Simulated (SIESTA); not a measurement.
The system is Si.

```
CELL_PARAMETERS angstrom
2.53211 0.00000 0.00000
0.00000 2.53211 0.00000
0.00000 0.00000 2.53211
ATOMIC_POSITIONS crystal
Si 0.50000 0.50000 0.50000
```

The cell was built by a generator and needn't be a form met in nature.

```yaml
Program: SIESTA 5.4.2
Task: relaxation of cell and atoms
Functional: PBE
Potentials_or_basis: PseudoDojo 0.4 standard (PBE files)
Basis: SZP (energy shift 0.003 Ry)
Grid_cutoff: 500 Ry
Energy_shift: 0.003 Ry
k_mesh: 10 × 10 × 10
Occupations: fermi-dirac, width 0.05 eV
Spin: no spin polarisation
```

At the start: pressure 5.7 GPa; volume 16.23 Å³/atom.

Question: Where does the relaxation end?

Answer: Over 6 steps the energy falls by 15.8 meV/atom and the volume is 17.14 Å³/atom (+5.6 %); space group Pm-3m (No. 221, to 0.05 Å).

Step by step:
```
step  energy change (eV)  largest force (eV/Å)  pressure (GPa)  volume (Å³)
   1              0.0000                0.0000            5.66        16.23
   2             -0.0135                0.0000            2.07        16.80
   3             -0.0102                0.0000           -2.85        17.74
   4             -0.0157                0.0000           -0.19        17.18
   5             -0.0003                0.0000           -4.64        18.16
   6             -0.0158                0.0000            0.05        17.14
```

Final structure:
```xyz
1
Lattice="2.5785 0.0000 0.0000 0.0000 2.5785 0.0000 0.0000 0.0000 2.5785" Properties=species:S:1:pos:R:3 pbc="T T T"
Si    1.2892    1.2892    1.2892
```

Caveat: the basis of atomic orbitals isn't converged, which shifts pressures, moduli and gaps.
